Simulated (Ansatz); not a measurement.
# How much does W in Au(111), 2x2 scatter?, part 2 of 3

Aim: the resistance that W in Au(111), 2x2 adds to the host.

Ansatz 0.2.0; Ansatz plane-wave DFT, PBE, PAW files; ballistic transport by layer matching (Landauer), zero bias (the session's first sound run).

So far, resistivity per at.% scaled from this dense plane, with the factor 3/4 for isotropic scattering (µΩ cm): step 3 (resistance at ideal sites) 25.4.

## (4) Relaxing the neighbours

The neighbours of the defect are let go while the lead's layers stay on their sites, since a lead must repeat to 0.01 Å.

This step: Ansatz plane-wave DFT, PBE, PAW files; relaxation with the lead's layers held (Ansatz 0.2.0).

input.yaml

```yaml
crystal:
  lattice:
    - [5.7675164607, 0.0, 0.0]
    - [-2.8837582304, 4.9948157718, 0.0]
    - [-1.4418791152, 0.8324692953, 25.9003660885]
  atoms:
    - { symbol: Au, position: [0.0075757576, 0.9924242424, 0.0454545455] }
    - { symbol: Au, position: [0.0075757576, 0.4924242424, 0.0454545455] }
    - { symbol: Au, position: [0.5075757576, 0.9924242424, 0.0454545455] }
    - { symbol: Au, position: [0.5075757576, 0.4924242424, 0.0454545455] }
    - { symbol: Au, position: [0.1893939394, 0.3106060606, 0.1363636364] }
    - { symbol: Au, position: [0.1893939394, 0.8106060606, 0.1363636364] }
    - { symbol: Au, position: [0.6893939394, 0.3106060606, 0.1363636364] }
    - { symbol: Au, position: [0.6893939394, 0.8106060606, 0.1363636364] }
    - { symbol: Au, position: [0.3712121212, 0.1287878788, 0.2272727273] }
    - { symbol: Au, position: [0.3712121212, 0.6287878788, 0.2272727273] }
    - { symbol: Au, position: [0.8712121212, 0.1287878788, 0.2272727273] }
    - { symbol: Au, position: [0.8712121212, 0.6287878788, 0.2272727273] }
    - { symbol: Au, position: [0.053030303, 0.946969697, 0.3181818182] }
    - { symbol: Au, position: [0.053030303, 0.446969697, 0.3181818182] }
    - { symbol: Au, position: [0.553030303, 0.946969697, 0.3181818182] }
    - { symbol: Au, position: [0.553030303, 0.446969697, 0.3181818182] }
    - { symbol: Au, position: [0.2348484848, 0.2651515152, 0.4090909091] }
    - { symbol: Au, position: [0.2348484848, 0.7651515152, 0.4090909091] }
    - { symbol: Au, position: [0.7348484848, 0.2651515152, 0.4090909091] }
    - { symbol: Au, position: [0.7348484848, 0.7651515152, 0.4090909091] }
    - { symbol: W, position: [0.4166666667, 0.0833333333, 0.5] }
    - { symbol: Au, position: [0.4166666667, 0.5833333333, 0.5] }
    - { symbol: Au, position: [0.9166666667, 0.0833333333, 0.5] }
    - { symbol: Au, position: [0.9166666667, 0.5833333333, 0.5] }
    - { symbol: Au, position: [0.0984848485, 0.9015151515, 0.5909090909] }
    - { symbol: Au, position: [0.0984848485, 0.4015151515, 0.5909090909] }
    - { symbol: Au, position: [0.5984848485, 0.9015151515, 0.5909090909] }
    - { symbol: Au, position: [0.5984848485, 0.4015151515, 0.5909090909] }
    - { symbol: Au, position: [0.2803030303, 0.2196969697, 0.6818181818] }
    - { symbol: Au, position: [0.2803030303, 0.7196969697, 0.6818181818] }
    - { symbol: Au, position: [0.7803030303, 0.2196969697, 0.6818181818] }
    - { symbol: Au, position: [0.7803030303, 0.7196969697, 0.6818181818] }
    - { symbol: Au, position: [0.4621212121, 0.0378787879, 0.7727272727] }
    - { symbol: Au, position: [0.4621212121, 0.5378787879, 0.7727272727] }
    - { symbol: Au, position: [0.9621212121, 0.0378787879, 0.7727272727] }
    - { symbol: Au, position: [0.9621212121, 0.5378787879, 0.7727272727] }
    - { symbol: Au, position: [0.1439393939, 0.8560606061, 0.8636363636] }
    - { symbol: Au, position: [0.1439393939, 0.3560606061, 0.8636363636] }
    - { symbol: Au, position: [0.6439393939, 0.8560606061, 0.8636363636] }
    - { symbol: Au, position: [0.6439393939, 0.3560606061, 0.8636363636] }
    - { symbol: Au, position: [0.3257575758, 0.1742424242, 0.9545454545] }
    - { symbol: Au, position: [0.3257575758, 0.6742424242, 0.9545454545] }
    - { symbol: Au, position: [0.8257575758, 0.1742424242, 0.9545454545] }
    - { symbol: Au, position: [0.8257575758, 0.6742424242, 0.9545454545] }
kpoints:
  mp_grid: { grid: [5, 5, 1] }
hamiltonian:
  xc: pbe
scf:
  occupations: { method: fermi_dirac, width: 0.1 }
relax:
  f_tol: 0.03
  max_steps: 40
  constraints:
    - { sites: [0, 1, 2, 3, 4, 5, 6, 7, 8, 9, 10, 11, 32, 33, 34, 35, 36, 37, 38, 39, 40, 41, 42, 43] }
```

The run is started by

```bash
ansatz run input.yaml --threads 8 --pin off --max-ram 15360MiB --backend cpu --events-out ev --progress --plain --runs-dir out
```

Numbers of over 12 decimals in the logs are rounded to 6 here.

What it wrote:

```text
[...]
Crystal: 44 atoms, lattice volume = 746.130 Å³
Basis set: ecut = 420 eV, 14649 PW (Γ), exchange–correlation on 80×80×360 points (8 copies of the dense FFT grid, shifted against one another)
Bands: 499, of which v1, the nominal top of the filled ones, is band 416 counted from 1 (415 counted from 0)
Symmetry: 4 space group operations
[...]
k-points: 9 of 25
[...]
SCF iter   1: F=—  HF=-575802.276109 eV  |F-HF|=—  |Δ(HF+E_count)|=         —  Δρ=5.94e-3  dr2=8.07e0  ethr=1.77e-3  ⟨swp⟩=4.7  Hψ=13646  notcnv=0  defer=262
[...]
SCF iter   7: F=-575802.235832 eV  HF=-575802.235837 eV  |F-HF|=5.55e-6  |Δ(HF+E_count)|=   6.30e-7  Δρ=7.27e-6  dr2=5.82e-6  ethr=2.71e-9  ⟨swp⟩=3.0  Hψ=11631  notcnv=0
SCF 1 converged in 7 iterations: F = -575802.235832 eV  dr2 = 5.82e-6
[...]
relax step   1: F+E_penalty+E_count = -575802.23583172 eV  Δ(F+E_penalty+E_count) = +0.000e0 eV  max|allowed force component| = 3.498e-1 eV/Å  Δτ_max = 0.0000 Å  (7 SCF iters, dr2 threshold 2.25e-5 eV, accepted)
[...]
iter 1 solved again at ethr=5.08e-5 eV; its pass at ethr=3.10e-3 eV (dr2=4.23e-1 eV) is discarded
[...]
SCF iter   6: F=-575802.167590 eV  HF=-575802.167596 eV  |F-HF|=5.76e-6  |Δ(HF+E_count)|=   9.02e-7  Δρ=1.97e-5  dr2=7.43e-6  ethr=9.20e-10  ⟨swp⟩=3.2  Hψ=14490  notcnv=0
SCF 2 converged in 6 iterations: F = -575802.167590 eV  dr2 = 7.43e-6
relax step   2: F+E_penalty+E_count = -575802.16758985 eV  Δ(F+E_penalty+E_count) = +6.824e-2 eV  max|allowed force component| = 5.522e-1 eV/Å  Δτ_max = 0.1280 Å  (6 SCF iters, dr2 threshold 7.65e-6 eV, rejected (line search))
SCF iter   1: F=—  HF=-575802.325498 eV  |F-HF|=—  |Δ(HF+E_count)|=         —  Δρ=3.41e-3  dr2=8.58e-2  ethr=1.18e-4  ⟨swp⟩=5.2  Hψ=9380  notcnv=0  defer=517
[...]
SCF iter  10: F=-575802.311658 eV  HF=-575802.311658 eV  |F-HF|=5.36e-9  |Δ(HF+E_count)|=   7.57e-9  Δρ=3.57e-7  dr2=5.78e-9  ethr=1.20e-11  ⟨swp⟩=2.1  Hψ=10557  notcnv=0
SCF 3 converged in 10 iterations: F = -575802.311658 eV  dr2 = 5.78e-9
relax step   3: F+E_penalty+E_count = -575802.31165785 eV  Δ(F+E_penalty+E_count) = -7.583e-2 eV  max|allowed force component| = 3.246e-2 eV/Å  Δτ_max = 0.0565 Å  (10 SCF iters, accepted)
SCF iter   1: F=—  HF=-575802.311304 eV  |F-HF|=—  |Δ(HF+E_count)|=         —  Δρ=2.03e-4  dr2=2.75e-4  ethr=6.40e-7  ⟨swp⟩=4.4  Hψ=8214  notcnv=0  defer=519
[...]
SCF iter   6: F=-575802.312023 eV  HF=-575802.312023 eV  |F-HF|=4.66e-9  |Δ(HF+E_count)|=   1.28e-9  Δρ=3.41e-7  dr2=5.20e-9  ethr=5.77e-12  ⟨swp⟩=2.0  Hψ=9339  notcnv=0
SCF 4 converged in 6 iterations: F = -575802.312023 eV  dr2 = 5.20e-9
relax step   4: F+E_penalty+E_count = -575802.31202311 eV  Δ(F+E_penalty+E_count) = -3.653e-4 eV  max|allowed force component| = 3.358e-3 eV/Å  Δτ_max = 0.0077 Å  (6 SCF iters, accepted)
SCF converged after 6 iterations
Free energy (F): -575802.312023 eV
[...]
Internal energy: -575801.625531 eV  (E = F + TS)
E sigma→0 (E₀):  -575801.968777 eV
Entropy (-TS):   -0.686492 eV (-15.602 meV/atom)
Fermi energy:    20.813381 eV
[...]
--- Forces (eV/Å), atoms counted from 1 ---
  atom   1  Au    -0.00068379     0.00479464    -0.00224448
  atom   2  Au     0.00461377    -0.00266376    -0.02010340
  atom   3  Au    -0.00208498     0.00120376     0.00923342
  atom   4  Au    -0.00449418    -0.00180514    -0.00224448
  atom   5  Au    -0.00354260     0.00204532     0.02018845
  atom   6  Au    -0.00251741    -0.00510177     0.01043096
  atom   7  Au     0.00315956     0.00473102     0.01043096
  atom   8  Au     0.00419666    -0.00242294    -0.03653521
  atom   9  Au     0.00492686    -0.00284453    -0.01252533
  atom  10  Au    -0.01181005    -0.00422127     0.06007835
  atom  11  Au    -0.00224930     0.01233844     0.06007835
  atom  12  Au     0.01426312    -0.00823482     0.05816065
  atom  13  Au     0.00098974     0.00013289     0.00050956
  atom  14  Au     0.00105808    -0.00061088     0.00033308
  atom  15  Au    -0.00316634     0.00182809     0.00024589
  atom  16  Au     0.00037979    -0.00092359     0.00050956
  atom  17  Au     0.00309047    -0.00178428    -0.00022169
  atom  18  Au     0.00064566     0.00145768    -0.00335780
  atom  19  Au    -0.00093956    -0.00128800    -0.00335780
  atom  20  Au    -0.00173409     0.00100118    -0.00142010
  atom  21  W      0.00000000     0.00000000     0.00000000
  atom  22  Au     0.00000000     0.00000000     0.00000000
  atom  23  Au     0.00000000     0.00000000     0.00000000
  atom  24  Au     0.00000000     0.00000000     0.00000000
  atom  25  Au     0.00093956     0.00128800     0.00335780
  atom  26  Au     0.00173409    -0.00100118     0.00142010
  atom  27  Au    -0.00309047     0.00178428     0.00022169
  atom  28  Au    -0.00064566    -0.00145768     0.00335780
  atom  29  Au     0.00316634    -0.00182809    -0.00024589
  atom  30  Au    -0.00037979     0.00092359    -0.00050956
  atom  31  Au    -0.00098974    -0.00013289    -0.00050956
  atom  32  Au    -0.00105808     0.00061088    -0.00033308
  atom  33  Au    -0.00492686     0.00284453     0.01252533
  atom  34  Au     0.01181005     0.00422127    -0.06007835
  atom  35  Au     0.00224930    -0.01233844    -0.06007835
  atom  36  Au    -0.01426312     0.00823482    -0.05816065
  atom  37  Au    -0.00315956    -0.00473102    -0.01043096
  atom  38  Au    -0.00419666     0.00242294     0.03653521
  atom  39  Au     0.00354260    -0.00204532    -0.02018845
  atom  40  Au     0.00251741     0.00510177    -0.01043096
  atom  41  Au     0.00208498    -0.00120376    -0.00923342
  atom  42  Au     0.00449418     0.00180514     0.00224448
  atom  43  Au     0.00068379    -0.00479464     0.00224448
  atom  44  Au    -0.00461377     0.00266376     0.02010340
  max |Σ_I F_I| component: 3.47e-18 eV/Å
--- Relaxed structure (4 steps of the walk, 3 accepted, 0 SCFs on fresh bases) ---
  F+E_penalty+E_count = -575802.31202311 eV   max|allowed force component| = 3.358e-3 eV/Å
  atoms:
    - { symbol: Au, position: [0.00757576, 0.992424, 0.045455] }
    - { symbol: Au, position: [0.00757576, 0.492424, 0.045455] }
    - { symbol: Au, position: [0.507576, 0.992424, 0.045455] }
    - { symbol: Au, position: [0.507576, 0.492424, 0.045455] }
    - { symbol: Au, position: [0.189394, 0.310606, 0.1363636364] }
    - { symbol: Au, position: [0.189394, 0.810606, 0.136364] }
    - { symbol: Au, position: [0.689394, 0.310606, 0.136364] }
    - { symbol: Au, position: [0.689394, 0.810606, 0.136364] }
    - { symbol: Au, position: [0.371212, 0.128788, 0.227273] }
    - { symbol: Au, position: [0.371212, 0.628788, 0.227273] }
    - { symbol: Au, position: [0.871212, 0.128788, 0.227273] }
    - { symbol: Au, position: [0.871212, 0.628788, 0.227273] }
    - { symbol: Au, position: [0.054493, 0.946986, 0.318341] }
    - { symbol: Au, position: [0.053701, 0.446299, 0.319620] }
    - { symbol: Au, position: [0.552846, 0.947154, 0.318308] }
    - { symbol: Au, position: [0.553014, 0.445507, 0.318341] }
    - { symbol: Au, position: [0.237631, 0.262369, 0.411037] }
    - { symbol: Au, position: [0.237607, 0.768083, 0.411082] }
    - { symbol: Au, position: [0.731917, 0.262393, 0.411082] }
    - { symbol: Au, position: [0.735061, 0.764939, 0.407643] }
    - { symbol: W, position: [0.416667, 0.083333, 0.500000] }
    - { symbol: Au, position: [0.416667, 0.583333, 0.500000] }
    - { symbol: Au, position: [0.916667, 0.083333, 0.500000] }
    - { symbol: Au, position: [0.916667, 0.583333, 0.500000] }
    - { symbol: Au, position: [0.101416, 0.904273, 0.588918] }
    - { symbol: Au, position: [0.098273, 0.401727, 0.592357] }
    - { symbol: Au, position: [0.595702, 0.904298, 0.588963] }
    - { symbol: Au, position: [0.595727, 0.398584, 0.588918] }
    - { symbol: Au, position: [0.280487, 0.219513, 0.681692] }
    - { symbol: Au, position: [0.280319, 0.721160, 0.681659] }
    - { symbol: Au, position: [0.778840, 0.219681, 0.681659] }
    - { symbol: Au, position: [0.779632, 0.720368, 0.680380] }
    - { symbol: Au, position: [0.462121, 0.037879, 0.772727] }
    - { symbol: Au, position: [0.462121, 0.537879, 0.772727] }
    - { symbol: Au, position: [0.962121, 0.037879, 0.772727] }
    - { symbol: Au, position: [0.962121, 0.537879, 0.772727] }
    - { symbol: Au, position: [0.143939, 0.856061, 0.863636] }
    - { symbol: Au, position: [0.143939, 0.356061, 0.863636] }
    - { symbol: Au, position: [0.643939, 0.856061, 0.863636] }
    - { symbol: Au, position: [0.643939, 0.356061, 0.863636] }
    - { symbol: Au, position: [0.325758, 0.174242, 0.954545] }
    - { symbol: Au, position: [0.325758, 0.674242, 0.954545] }
    - { symbol: Au, position: [0.825758, 0.174242, 0.954545] }
    - { symbol: Au, position: [0.825758, 0.674242, 0.954545] }
```

Run time: 2.8 min. Hardware: 8 threads of Arm Neoverse V1, shared host; peak memory 11 GiB.

Relaxation path:

```tsv
step	energy less that of the first step (eV)	largest force component (eV/Å)
1	0.0000	0.3498
2	0.0682	0.5522
3	-0.0758	0.0325
4	-0.0762	0.0034
```

Relaxation step 2 was tried and not accepted.

The run keeps the 4 symmetry operations that it works with, so distortions that break them were not tested.

The atoms that moved most (Å):

```tsv
atom	dx	dy	dz	length
Au17	0.021	-0.012	0.050	0.056
Au27	-0.021	0.012	-0.050	0.056
Au18	0.005	0.016	0.052	0.054
Au19	-0.012	-0.012	0.052	0.054
Au28	-0.005	-0.016	-0.052	0.054
Au25	0.012	0.012	-0.052	0.054
Au26	-0.004	0.002	0.037	0.038
Au20	0.004	-0.002	-0.037	0.038
```

Numbers from this step:

* free energy: -575802.3120 eV
* energy at zero smearing: -575801.9688 eV

The largest force component on a free atom ends at 0.0034 eV/Å, under the tolerance of 0.03, after 4 steps.

(Part 2 of 3 ends here.)

[Logs are printed without paths, hosts, clocks, repeated set-up lines and the standing remarks that a program may print on its own settings, such as how far it seeks lower states.]

[Hosts, paths, dates, database ids (printed as entryN), source tags and the programs' standing remarks are cut or masked in the printed files.]
